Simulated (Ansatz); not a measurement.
HfO2: a prediction, then the measurements

Computed with Ansatz 0.2.0, DFT PBE, scalar-relativistic, plane waves, PAW.

Plane waves to 420 eV, a k mesh through Γ of 8×8×8 on the computed 3-atom cell and Gaussian smearing (0.02 eV); no spin polarisation.

Relaxed structure:

```xyz
3
Lattice="0.0000 2.5488 2.5488 2.5488 0.0000 2.5488 2.5488 2.5488 0.0000" Properties=species:S:1:pos:R:3 pbc="T T T"
Hf    0.0000    0.0000    0.0000
O     3.8231    3.8231    3.8231
O     1.2744    1.2744    1.2744
```

| Item | Value |
| --- | --- |
| Space group | Fm-3m (No. 225) |
| Volume per atom | 11.04 Å³ |
| Formation energy from the elements' standard states (uncorrected) | -3.371 eV/atom |
| Kohn–Sham band gap | 3.75 eV, direct at X |
| Orbital (Löwdin) character of the top 1 eV of the valence band | O 2p 93 % |
| Orbital (Löwdin) character of the lowest 1 eV of the conduction band | Hf 5d 85 %, O 2p 12 % |
| Electron masses at the edge by direction of the standard setting (m_e; one valley, along these axes only; no spin-orbit coupling) | x: 1.2; y: 0.74; z: 0.74 |
| Hole masses at the edge by direction of the standard setting (m_e; one valley, along these axes only; no spin-orbit coupling) | x: 0.29; y: 3.1; z: 3.1 |
| Bader charge by site (e) | Hf (1 in the cell) 2.69, O (2 in the cell) -1.34 |

Spin-orbit coupling is left out, which matters for the bands of heavy elements.

**Against measurements.**

Measured lattice constant a of HfO2: 5.265 Å (3073 K; “Combined computational and experimental investigation of high temperature thermodynamics and structure of cubic ZrO2 and HfO2”, 2018, pmc:6175917). This calculation gives 5.098 Å (-3.2 %). The calculation is for 0 K without zero-point motion.

It comes from a database structure that was distorted and then relaxed. Kohn–Sham gaps at this level usually fall short of measured ones. Löwdin shares on free-atom orbitals overweight diffuse shells in the empty bands.
